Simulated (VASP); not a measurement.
# TePb (Fm-3m) in VASP: further runs

Runs on TePb. Level: PBEsol. Tasks: relaxation of cell and atoms, relaxation of the atoms.

All numbers are computed with VASP 6.6.1; they aren't measurements. Logs are shortened: lines on timing, memory, paths and dates and some standing lists are left out, and cuts for length are marked.

### 1 Starting point

The structure is cubic, space group Fm-3m (No. 225). The conventional cell has a = 6.462 Å, b = 6.462 Å, c = 6.462 Å, α = 90.00°, β = 90.00°, γ = 90.00°. Te (site symmetry m-3m) is surrounded by 6 Pb at 3.23 Å. Pb (site symmetry m-3m) is surrounded by 6 Te at 3.23 Å.

### 2 Relaxation of cell and atoms, PBEsol

Input file INCAR:

```
SYSTEM = TePb
PREC = Accurate
ENCUT = 600
EDIFF = 1E-6
ISMEAR = 0
SIGMA = 0.03
LREAL = .False.
LASPH = .True.
NELM = 80
ALGO = Normal
ISIF = 3
LWAVE = .False.
LCHARG = .False.
GGA = PS
IBRION = 2
NSW = 90
EDIFFG = -0.01
```

Input file KPOINTS:

```
Automatic mesh
0
Gamma
  8 8 8
  0 0 0
```

Input file POSCAR:

```
TePb
1.0
    0.0000000000      3.2310000000      3.2310000000
    3.2310000000      0.0000000000      3.2310000000
    3.2310000000      3.2310000000      0.0000000000
Te Pb
1 1
Direct
    0.5000000000      0.5000000000      0.5000000000
    0.0000000000      0.0000000000      0.0000000000
```

Potentials or basis: VASP PAW PBE potentials, release 64 (Te, Pb_d).

Started as:

```
$ cat potpaw_PBE.64/Te/POTCAR potpaw_PBE.64/Pb_d/POTCAR > POTCAR
$ mpirun -np 1 vasp_std > vasp.out
```

OUTCAR:

```text
SYSTEM = TePb
   PREC = Accurate
   ENCUT = 600
   EDIFF = 1E-6
   ISMEAR = 0
   LREAL = .False.
   LASPH = .True.
   NELM = 80
   ISIF = 3
   GGA = PS
   IBRION = 2
   NSW = 90
   EDIFFG = -0.01

 ion  position               nearest neighbor table
   1  0.500  0.500  0.500-   2 3.23   2 3.23   2 3.23   2 3.23   2 3.23   2 3.23
   2  0.000  0.000  0.000-   1 3.23   1 3.23   1 3.23   1 3.23   1 3.23   1 3.23

  LATTYP: Found a face centered cubic cell.
 ALAT       =     6.4620000000

  Lattice vectors:

 A1 = (   0.0000000000,   3.2310000000,   3.2310000000)
 A2 = (   3.2310000000,   0.0000000000,   3.2310000000)
 A3 = (   3.2310000000,   3.2310000000,   0.0000000000)

Analysis of symmetry for initial positions (statically):
=====================================================================
 Subroutine PRICEL returns:
 Original cell was already a primitive cell.

 Routine SETGRP: Setting up the symmetry group for a
 face centered cubic supercell.

 Subroutine GETGRP returns: Found 48 space group operations
 (whereof 48 operations were pure point group operations)
 out of a pool of 48 trial point group operations.

The static configuration has the point symmetry O_h .

Analysis of symmetry for dynamics (positions and initial velocities):
=====================================================================
 Subroutine PRICEL returns:
 Original cell was already a primitive cell.

 Routine SETGRP: Setting up the symmetry group for a
 face centered cubic supercell.

 Subroutine GETGRP returns: Found 48 space group operations
 (whereof 48 operations were pure point group operations)
 out of a pool of 48 trial point group operations.

The dynamic configuration has the point symmetry O_h .

 Subroutine INISYM returns: Found 48 space group operations
 (whereof 48 operations are pure point group operations),
 and found     1 'primitive' translations

----------------------------------------------------------------------------------------

                                     Primitive cell

  volume of cell :      67.4592

  direct lattice vectors                    reciprocal lattice vectors
     0.000000000  3.231000000  3.231000000    -0.154750851  0.154750851  0.154750851
     3.231000000  0.000000000  3.231000000     0.154750851 -0.154750851  0.154750851
     3.231000000  3.231000000  0.000000000     0.154750851  0.154750851 -0.154750851

  length of vectors
     4.569324020  4.569324020  4.569324020     0.268036337  0.268036337  0.268036337

  position of ions in fractional coordinates (direct lattice)
     0.500000000  0.500000000  0.500000000
     0.000000000  0.000000000  0.000000000

  ion indices of the primitive-cell ions
   primitive index   ion index
                 1           1
                 2           2

----------------------------------------------------------------------------------------

 KPOINTS: Automatic mesh

Automatic generation of k-mesh.
 Grid dimensions read from file:
 generate k-points for:    8    8    8

 Generating k-lattice:

  Cartesian coordinates                     Fractional coordinates (reciprocal lattice)
    -0.019343856  0.019343856  0.019343856     0.125000000  0.000000000  0.000000000
     0.019343856 -0.019343856  0.019343856     0.000000000  0.125000000  0.000000000
     0.019343856  0.019343856 -0.019343856     0.000000000  0.000000000  0.125000000

  Length of vectors
     0.033504542  0.033504542  0.033504542

  Shift w.r.t. Gamma in fractional coordinates (k-lattice)
     0.000000000  0.000000000  0.000000000

 Subroutine IBZKPT returns following result:
 ===========================================

 Found     29 irreducible k-points:

 Following reciprocal coordinates:
            Coordinates               Weight
  0.000000  0.000000  0.000000      1.000000
  0.125000  0.000000  0.000000      8.000000
  0.250000  0.000000  0.000000      8.000000
  0.375000  0.000000  0.000000      8.000000
  0.500000  0.000000  0.000000      4.000000
  0.125000  0.125000  0.000000      6.000000
[... 16 lines left out ...]
  0.500000  0.250000  0.125000     48.000000
 -0.375000  0.250000  0.125000     24.000000
 [... further k-points ...]
   k-points           NKPTS =     29   k-points in BZ     NKDIM =     29   number of bands    NBANDS=     14
   number of dos      NEDOS =    301   number of ions     NIONS =      2
   total plane-waves  NPLWV =  64000
   dimension x,y,z NGX =    40 NGY =   40 NGZ =   40
   dimension x,y,z NGXF=    80 NGYF=   80 NGZF=   80
   ions per type =               1   1
   NGX,Y,Z   is equivalent  to a cutoff of  14.55, 14.55, 14.55 a.u.
   NGXF,Y,Z  is equivalent  to a cutoff of  29.11, 29.11, 29.11 a.u.
 SYSTEM =  TePb
   PREC   = accura    normal or accurate (medium, high low for compatibility)
   ISTART =      0    job   : 0-new  1-cont  2-samecut
   ICHARG =      2    charge: 1-file 2-atom 10-const
   ISPIN  =      1    spin polarized calculation?
   LNONCOLLINEAR =      F non collinear calculations
   LSORBIT =      F    spin-orbit coupling
   LASPH  =      T    aspherical Exc in radial PAW
   ENCUT  =  600.0 eV  44.10 Ry    6.64 a.u.   9.13  9.13  9.13*2*pi/ulx,y,z
   NELM   =     80;   NELMIN=  2; NELMDL= -5     # of ELM steps
   EDIFF  = 0.1E-05   stopping-criterion for ELM
   LREAL  =      F    real-space projection
   EDIFFG = -.1E-01   stopping-criterion for IOM
   NSW    =     90    number of steps for IOM
   IBRION =      2    ionic relax: 0-MD 1-quasi-New 2-CG
   NFREE  =      1    steps in history (QN), initial steepest desc. (CG)
   ISIF   =      3    stress and relaxation
   ISYM   =      2    0-nonsym 1-usesym 2-fastsym
   POTIM  = 0.5000    time-step for ionic-motion
   TEBEG  =    0.0;   TEEND  =   0.0 temperature during run
   PSTRESS=    0.0 pullay stress
   NELECT =      20.0000    total number of electrons
   NUPDOWN=      -1.0000    fix difference up-down
   EMIN   =  10.00;   EMAX   =-10.00  energy-range for DOS
   EFERMI =   0.00;   METHOD = LEGACY
   ISMEAR =     0;   SIGMA  =   0.03  broadening in eV -4-tet -1-fermi 0-gaus
   EFERMI_NEDOS =   21; number of points for ismear=-14 and -15
   IALGO  =     38    algorithm
   IMIX   =      4    mixing-type and parameters
     AMIX     =   0.40;   BMIX     =  1.00
     AMIX_MAG =   1.60;   BMIX_MAG =  1.00
  volume/ion in A,a.u.               =      33.73       227.62
  Fermi-wavevector in a.u.,A,eV,Ry     =   1.091619  2.062861 16.213147  1.191633
  Thomas-Fermi vector in A             =   2.227868
   LORBIT       =      0    0 simple, 1 ext, 2 COOP (PROOUT), +10 PAW based schemes
   GGA     = PS    functional components
   LHFCALC =     F    Hartree Fock is set to
   AEXX    =    0.0000 exact exchange contribution
   IVDW    =     0    specifies the selected vdW correction
   LEPSILON=     F    determine dielectric tensor
   LRPA    =     F    only Hartree local field effects (RPA)
 conjugate gradient relaxation of ions
 non-spin polarized calculation
 Gauss-broadening in eV      SIGMA  =   0.03
  energy-cutoff  :      600.00
  volume of cell :       67.46
 maximum number of plane-waves:      2272
 NGX is ok and might be reduce to    40
   NGX = 19   NGY = 19   NGZ = 19

--------------------------------------- Ionic step        1  -------------------------------------------

 number of electron      19.9999998 magnetization

 Free energy of the ion-electron system (eV)
  ---------------------------------------------------
  ext. energy  EPLUGINS =         0.00000000
  ---------------------------------------------------
  free energy    TOTEN  =        -8.25851127 eV

  energy without entropy =       -8.25851127  energy(sigma->0) =       -8.25851127

------------------------ aborting loop because EDIFF is reached ----------------------------------------

  FORCE on cell =-STRESS in cart. coord.  units (eV):
  Direction    XX          YY          ZZ          XY          YZ          ZX
  --------------------------------------------------------------------------------------
  -------------------------------------------------------------------------------------
  Total       -0.1639793     -0.1639793     -0.1639793      0.0000000      0.0000000     -0.0000000
  in kB       -3.8945639     -3.8945639     -3.8945639      0.0000000      0.0000000     -0.0000000
  external PRESSURE =      -3.8945639 kB  Pullay stress =       0.0000000 kB

 VOLUME and BASIS-vectors are now :
 -----------------------------------------------------------------------------
  energy-cutoff  :      600.00
  volume of cell :       67.46
      direct lattice vectors                 reciprocal lattice vectors
     0.000000000  3.231000000  3.231000000    -0.154750851  0.154750851  0.154750851
     3.231000000  0.000000000  3.231000000     0.154750851 -0.154750851  0.154750851
     3.231000000  3.231000000  0.000000000     0.154750851  0.154750851 -0.154750851
[... 37 lines left out ...]
 POSITION                                       TOTAL-FORCE (eV/Angst)
 -----------------------------------------------------------------------------------
      3.21822      3.21822      3.21822         0.000000      0.000000      0.000000
      6.43644      6.43644      6.43644        -0.000000     -0.000000     -0.000000
 -----------------------------------------------------------------------------------
    total drift:                                0.000000     -0.000000      0.000000

  FREE ENERGIE OF THE ION-ELECTRON SYSTEM (eV)
  ---------------------------------------------------
  free  energy   TOTEN  =        -8.2590991007 eV

  energy  without entropy=       -8.2590991007  energy(sigma->0) =       -8.25909910

--------------------------------------- Ionic step        3  -------------------------------------------

 number of electron      19.9999998 magnetization

 Free energy of the ion-electron system (eV)
  ---------------------------------------------------
  ext. energy  EPLUGINS =         0.00000000
  ---------------------------------------------------
  free energy    TOTEN  =        -8.25920085 eV

  energy without entropy =       -8.25920085  energy(sigma->0) =       -8.25920085

 E-fermi :   5.7718     XC(G=0):  -9.5084

 val. band max:        5.5710570945   @ k =   0.5000   0.0000   0.0000
 cond. band min:       6.2214503994   @ k =   0.5000   0.0000   0.0000
 fundamental gap:      0.6503933049
 Fermi energy:         5.7718287958

 k-point     1 :       0.0000    0.0000    0.0000
  band No.  band energies     occupation
      1     -11.0729      2.00000
      2     -11.0729      2.00000
      3     -11.0613      2.00000
      4     -11.0613      2.00000
      5     -11.0613      2.00000
      6      -6.5346      2.00000
      7      -0.0230      2.00000
      8       4.2043      2.00000
      9       4.2043      2.00000
     10       4.2043      2.00000
     11       9.6369      0.00000
     12       9.6369      0.00000
     13       9.6369      0.00000
     14      11.3086      0.00000

 k-point     2 :       0.1250    0.0000    0.0000
  band No.  band energies     occupation
      1     -11.0748      2.00000
      2     -11.0748      2.00000
      3     -11.0609      2.00000
      4     -11.0591      2.00000
      5     -11.0591      2.00000
      6      -6.3987      2.00000
      7      -0.4706      2.00000
      8       4.2445      2.00000
      9       4.2445      2.00000
     10       4.4530      2.00000
[... 362 lines left out ...]
 k-point    24 :      -0.3750    0.2500    0.1250
  band No.  band energies     occupation
      1     -11.1040      2.00000
      2     -11.0812      2.00000
      3     -11.0550      2.00000
      4     -11.0489      2.00000
      5     -11.0402      2.00000
      6      -4.8725      2.00000
      7      -2.8113      2.00000
      8       2.7374      2.00000
      9       2.9515      2.00000
     10       5.1056      2.00000
     11       6.8493      0.00000
     12       9.1222      0.00000
     13       9.5986      0.00000
     14      12.3227      0.00000

 [... further k-points ...]
[... 5 lines left out ...]
  --------------------------------------------------------------------------------------
  -------------------------------------------------------------------------------------
  Total       -0.0024282     -0.0024282     -0.0024282      0.0000000      0.0000000      0.0000000
  in kB       -0.0581636     -0.0581636     -0.0581636      0.0000000      0.0000000      0.0000000
  external PRESSURE =      -0.0581636 kB  Pullay stress =       0.0000000 kB

 VOLUME and BASIS-vectors are now :
 -----------------------------------------------------------------------------
  energy-cutoff  :      600.00
  volume of cell :       66.89
      direct lattice vectors                 reciprocal lattice vectors
     0.000000000  3.221851583  3.221851583    -0.155190265  0.155190265  0.155190265
     3.221851583  0.000000000  3.221851583     0.155190265 -0.155190265  0.155190265
     3.221851583  3.221851583 -0.000000000     0.155190265  0.155190265 -0.155190265

 POSITION                                       TOTAL-FORCE (eV/Angst)
 -----------------------------------------------------------------------------------
      3.22185      3.22185      3.22185         0.000000      0.000000      0.000000
      0.00000      0.00000      0.00000         0.000000      0.000000     -0.000000
 -----------------------------------------------------------------------------------
    total drift:                                0.000000     -0.000000     -0.000000

  FREE ENERGIE OF THE ION-ELECTRON SYSTEM (eV)
  ---------------------------------------------------
  free  energy   TOTEN  =        -8.2592008481 eV

  energy  without entropy=       -8.2592008481  energy(sigma->0) =       -8.25920085

 reached required accuracy - stopping structural energy minimisation
```

Wall time 29 s (1 thread of Intel Xeon 6975P-C (Granite Rapids), shared host); peak memory 0.25 GiB.

What came out:

```
Free energy                            : -8.2592 eV
Relaxed volume                         : 33.44 Å³/atom
Relaxed cell                           : a = 4.556 Å, b = 4.556 Å, c = 4.556 Å, α = 60.00°, β = 60.00°, γ = 60.00°
Space group after relaxing (to 0.05 Å) : Fm-3m (No. 225)
Energy gained by relaxing              : 0.3 meV/atom
Ionic steps                            : 3
Pressure after relaxing                : 0.0 GPa
Band gap on the k mesh                 : 0.65 eV, direct
```

The path:
| step | energy change (eV) | largest force (eV/Å) | pressure (GPa) | volume (Å³) |
| --- | --- | --- | --- | --- |
| 1 | 0.0000 | 0.0000 | -0.39 | 67.46 |
| 2 | -0.0006 | 0.0000 | 0.16 | 66.66 |
| 3 | -0.0007 | 0.0000 | -0.01 | 66.89 |

Final structure:
```yaml
crystal:
  lattice:
    - [0.00000, 3.22185, 3.22185]
    - [3.22185, 0.00000, 3.22185]
    - [3.22185, 3.22185, 0.00000]
  atoms:
    - { symbol: Te, position: [0.50000, 0.50000, 0.50000] }
    - { symbol: Pb, position: [0.00000, 0.00000, 0.00000] }
```

Levels at points of the mesh, in eV from the valence-band top:
```csv
k point,band 7,band 8,band 9,band 10,band 11,band 12,band 13,band 14
"(0.00, 0.00, 0.00)",-5.59,-1.37,-1.37,-1.37,4.07,4.07,4.07,5.74
"(0.50, 0.00, 0.00)",-8.65,-0.90,-0.90,0.00,0.65,1.22,1.22,8.30
"(0.50, 0.50, 0.00)",-7.32,-4.59,-2.85,-2.85,3.17,5.49,5.49,6.73
```

Caveat: the PAW data sets were made with another functional, which shifts forces and pressure a little; spin-orbit coupling is left out, which as a rule narrows the gap of such compounds by several tenths of an eV. A k mesh can miss the band edges.

(Part 1 of 2 ends here.)
